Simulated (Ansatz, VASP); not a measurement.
## AlN: VASP beside Ansatz

Contents of INCAR:

```
  PREC = Accurate
  ENCUT = 600
  EDIFF = 1E-6
  ISMEAR = 0
  SIGMA = 0.01
  LREAL = False
  LASPH = True
  NELM = 100
  ALGO = Fast
  ISIF = 3
  LWAVE = False
  LCHARG = False
  GGA = PS
  IBRION = 2
  NSW = 80
  EDIFFG = -0.001
```

Contents of KPOINTS:

```
Automatic mesh
0
Gamma
  9 9 6
```

File POSCAR:

```
AlN
1.0
    3.1138126630      0.0000000000      0.0000000000
   -1.5569063315      2.6966408688      0.0000000000
    0.0000000000      0.0000000000      4.9833864622
Al N
2 2
Direct
    0.3333333333      0.6666666667     -0.0009968572
    0.6666666667      0.3333333333      0.4990031428
    0.3333333333      0.6666666667      0.3809968572
    0.6666666667      0.3333333333      0.8809968572
```

Input for Ansatz:

```yaml
crystal:
  lattice:
    - [3.1138126617, 0.0, 0.0]
    - [-1.5569063308, 2.6966408676, 0.0]
    - [0.0, 0.0, 4.983386463]
  atoms:
    - { symbol: Al, position: [0.3333333333, 0.6666666667, -0.0009968572] }
    - { symbol: Al, position: [0.6666666667, 0.3333333333, 0.4990031428] }
    - { symbol: "N", position: [0.3333333333, 0.6666666667, 0.3809968572] }
    - { symbol: "N", position: [0.6666666667, 0.3333333333, 0.8809968572] }
basis:
  ecutwfc: 420
kpoints:
  mp_grid: { grid: [9, 9, 6] }
hamiltonian:
  xc: pbesol
scf:
  occupations: { method: fixed }
output:
  forces: true
  stress: true
  eigenvalues: true
relax:
  adjacent_minimum: "off"
  f_tol: 0.001
  max_steps: 60
  cell: { stress_tol: 0.01 }
```

Alike in both runs: task relaxation of cell and atoms; functional PBEsol; k mesh 9 × 9 × 6; no spin polarisation.

|  | VASP | Ansatz |
| --- | --- | --- |
| version | VASP 6.6.1 | Ansatz 0.2.0 |
| potentials or method | VASP PAW PBE potentials, release 64 (Al, N) | scalar-relativistic, plane waves, PAW |
| plane-wave cutoff (eV) | 600 | 420 |
| occupations | gaussian, width 0.01 eV | fixed |
| valence electrons in the cell | 16 | 16 |

|  | VASP | Ansatz | Ansatz less VASP |
| --- | --- | --- | --- |
| gap on the k mesh at the Fermi level, each at its own relaxed structure (eV) | 4.12 | 4.09 | -0.023 |
| relaxed volume (Å³/atom) | 10.45 | 10.46 | +0.008 |
| relaxed cell length with the largest relative difference (Å) | 3.113 | 3.114 | +0.0008 |

Caveats: the PAW data sets were made with another functional, which shifts forces and pressure a little (VASP); an odd mesh through Γ misses points on the zone boundary, where band edges often lie.
